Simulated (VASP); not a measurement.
A run of VASP 6.6.1 is set up as follows.

INCAR

```
ALGO     = Normal         # electronic algorithm
EDIFF    = 1E-7           # SCF threshold, eV
ENCUT    = 520            # plane-wave cutoff, eV
GGA      = PE             # functional
ISIF     = 2              # what is computed and relaxed
ISMEAR   = -1             # smearing method
LASPH    = T              # aspherical terms in the spheres
LCHARG   = F              # write CHGCAR
LREAL    = F              # projectors in reciprocal space
LWAVE    = F              # write WAVECAR
NBANDS   = 14             # bands
NELM     = 80             # most SCF steps
PREC     = Accurate       # precision mode
SIGMA    = 0.05           # smearing width, eV
```

KPOINTS

```
k-points
0
Gamma
  9 9 9
```

The input POSCAR:

```
HfN
1.0
    0.0000000000      2.4548220000      2.4548220000
    2.4548220000      0.0000000000      2.4548220000
    2.4548220000      2.4548220000      0.0000000000
Hf N
1 1
Direct
   -0.0015310000     -0.0029430000     -0.0034000000
    0.2637830000      0.2428060000      0.2393630000
```

Potentials or basis: VASP PAW PBE potentials, release 64 (Hf_pv, N).

Run with:

```bash
$ cat potpaw_PBE.64/Hf_pv/POTCAR potpaw_PBE.64/N/POTCAR > POTCAR
$ mpirun -np 1 vasp_std > vasp.out
```

Question: Estimate the band gap on the k mesh.

Answer: None (metal or under the smearing width).

Question: Predict the pressure.

Answer: -0.1 GPa.

Forces in eV/Å, atoms in the order of the input:
```
Hf  -0.354  0.266  0.343
N    0.354 -0.266 -0.343
```

Spin-orbit coupling is left out, which matters for the levels of Hf.
